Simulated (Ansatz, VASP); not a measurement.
## Two plane-wave programs on CoO

```xyz
2
Lattice="0.0000 2.1315 2.1315 2.1315 0.0000 2.1315 2.1315 2.1315 0.0000" Properties=species:S:1:pos:R:3 pbc="T T T"
Co    0.0000    0.0000    0.0000
O     2.1315    2.1315    2.1315
```

Alike in both runs: task single point; functional PBE; k mesh 8 × 8 × 8; occupations gaussian, width 0.05 eV; collinear spin.

|  | VASP | Ansatz |
| --- | --- | --- |
| version | VASP 6.6.1 | Ansatz 0.2.0 |
| potentials or method | VASP PAW PBE potentials, release 64 (Co, O) | scalar-relativistic, plane waves, PAW |
| plane-wave cutoff (eV) | 520 | 420 |
| valence electrons in the cell | 15 | 23 |

|  | VASP | Ansatz | Ansatz less VASP |
| --- | --- | --- | --- |
| gap on the k mesh at the Fermi level (eV) | none | none | - |
| pressure (GPa) | -3.0 | -2.3 | +0.67 |
| net moment per atom (μB) | 1.43 | 1.45 | +0.020 |
| size of the moment on the site where the two differ most (μB) | 2.53 | 2.47 | -0.053 |

Site moments also hang on the region over which each program counts them. A gap of «none» marks a metal or a gap that the smearing closes. The two sets of potentials don't hold the same shells in valence.

Caveats: a cell with one magnetic atom can't hold antiferromagnetic order, which such compounds often take; semilocal functionals often make such compounds metallic where correlation or magnetic order opens a gap, which also shifts bond lengths.
